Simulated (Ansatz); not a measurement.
Is this GePt structure stable?

It was reached by relaxing an invented guess, and it needn't be the stable form of this composition.

All numbers below come from DFT PBE, scalar-relativistic, plane waves, PAW (Ansatz). Cutoff 420 eV, Γ-centred 12×12×10 mesh (4-atom cell), Gaussian smearing of 0.10 eV, no spin polarisation.

```cif
data_structure
_symmetry_space_group_name_H-M 'P6_3/mmc'
_symmetry_Int_Tables_number 194
_cell_length_a 3.8759
_cell_length_b 3.8759
_cell_length_c 5.4226
_cell_angle_alpha 90.000
_cell_angle_beta 90.000
_cell_angle_gamma 120.000
_cell_volume 70.55
loop_
_atom_site_label
_atom_site_type_symbol
_atom_site_symmetry_multiplicity
_atom_site_Wyckoff_symbol
_atom_site_fract_x
_atom_site_fract_y
_atom_site_fract_z
_atom_site_occupancy
Ge1 Ge 2 c 0.33333 0.66667 0.25000 1
Pt1 Pt 2 a 0.00000 0.00000 0.00000 1
```

Formation energies are uncorrected and refer to the elements' standard structures at the same level.

Question: These tests were run: energy against the elements; phonons on a 2×2×1 q mesh. What do they show?

Answer:

```json
{"test": "energy against the elements", "result": "−0.43 eV/atom"}
{"test": "phonons on a 2×2×1 q mesh", "result": "imaginary modes down to 24i cm⁻¹"}
```

It fails none of these tests outright. Other phases of the system weren't compared here, so this isn't yet thermodynamic stability. Undecided: phonons on a 2×2×1 q mesh (too near zero for this accuracy).

These runs have no spin–orbit coupling, which can matter for Pt. The run for the phonons used a 12×12×10 k mesh and Fermi–Dirac smearing of 0.15 eV.
